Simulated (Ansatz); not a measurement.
## An axial Ising model for the polytypes of SiC

Level of theory: DFT PBE, scalar-relativistic, plane waves, PAW (Ansatz).

Cutoff 420 eV, Γ-centred meshes of like density (12×12×4 for the 6-atom cell), Gaussian smearing of 0.02 eV, energies at zero smearing and 0 K, each start's symmetry kept, no spin polarisation.

Close-packed stackings of SiC (double layers of a tetrahedral net) were relaxed in cell and atoms. Energies are per layer, over the stacking AB. Give each step between layers a spin, σ = +1 for A→B, B→C, C→A and −1 for the reverse, and write the energy per layer as E = E₀ − J₁⟨σᵢσᵢ₊₁⟩ − J₂⟨σᵢσᵢ₊₂⟩.

| stacking | ⟨σᵢσᵢ₊₁⟩ | ⟨σᵢσᵢ₊₂⟩ | E − E(AB) (meV/layer) |
| --- | --- | --- | --- |
| AB | -1 | 1 | 0 |
| ABC | 1 | 1 | -5.7 |
| ABCB | 0 | -1 | -7.0 |
| ABCACB | 0.333 | -0.333 | -7.1 |
| ABACBCACB | 0.111 | -0.333 | -6.1 |
| ABCABCB | 0.429 | -0.143 | -6.7 |

Task: Fit J₁ and J₂, and predict the energy of ABCBCAB.

Result: Over AB the model reads ΔE = −J₁(⟨σᵢσᵢ₊₁⟩ + 1) − J₂(⟨σᵢσᵢ₊₂⟩ − 1). Least squares on the 5 rows under AB gives J₁ = 2.91 and J₂ = -2.18 meV, with a residual of 0.17 meV rms. For ABCBCAB the averages are -0.143 and -0.143, so ΔE = -5.0 meV a layer; the calculation gives -4.8. The two couplings carry this family well.

Task: Which of AB, ABC, ABAC and ABCACB does the model put lowest, and what do isolated faults cost in ABC stacking?

Result: Over AB the four lie at 0, −2J₁, −J₁ + 2J₂ and (4/3)(J₂ − J₁): AB 0.0, ABC -5.8, ABAC -7.3, ABCACB -6.8 meV a layer, so ABAC is lowest. The calculations themselves put ABCACB lowest. A fault turns some spins; counting the pairs that change sign and dividing by the area of a layer's cell, (√3/2)a² = 8.30 Å² with the cells' mean a = 3.095 Å (1 meV/Å² = 16.02 mJ/m²): intrinsic stacking fault 4(J₁ + J₂) = 2.9 meV, 6 mJ/m²; extrinsic fault 4(J₁ + 2J₂) = -5.8 meV, -11 mJ/m²; twin boundary 2(J₁ + 2J₂) = -2.9 meV, -6 mJ/m². A negative value means that the fault lowers the energy of this host in the model. These are model values: no fault cell was computed here.